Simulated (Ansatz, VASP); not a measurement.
**Ni in VASP and in Ansatz**

```
Ni
1.0
     2.44802    0.00000    0.00000
    -1.22401    2.12005    0.00000
     0.00000    0.00000    4.07281
Ni
2
Direct
  0.66667 0.33333 0.75000
  0.33333 0.66667 0.25000
```

This isn't the form of Ni at room conditions, which is fcc.

Alike in both runs: task single point; functional PBE; k mesh 12 × 12 × 7; occupations fermi-dirac, width 0.05 eV; collinear spin, ferromagnetic start.

|  | VASP | Ansatz |
| --- | --- | --- |
| version | VASP 6.6.1 | Ansatz 0.2.0 |
| potentials or method | VASP PAW PBE potentials, release 64 (Ni) | Ansatz PAW |
| plane-wave cutoff (eV) | 520 | 420 |
| valence electrons in the cell | 20 | 36 |

VASP gave:

| Item | Value |
| --- | --- |
| gap on the k mesh at the Fermi level (eV) | none |
| pressure (GPa) | 7.0 |
| largest component of the traceless stress (GPa) | 2.56 |
| net moment per atom (μB) | 0.63 |
| size of the moment on the site where the two differ most (μB) | 0.64 |

Task: Estimate Ansatz's values.

Result: gap on the k mesh at the Fermi level (eV): none; pressure (GPa): 7.3; largest component of the traceless stress (GPa): 2.64; net moment per atom (μB): 0.65; size of the moment on the site where the two differ most (μB): 0.69.

Site moments also hang on the region over which each program counts them. A gap of «none» marks a metal or a gap that the smearing closes. The functional is the same, so the differences come from potentials, cutoffs and numerics. The two sets of potentials don't hold the same shells in valence.
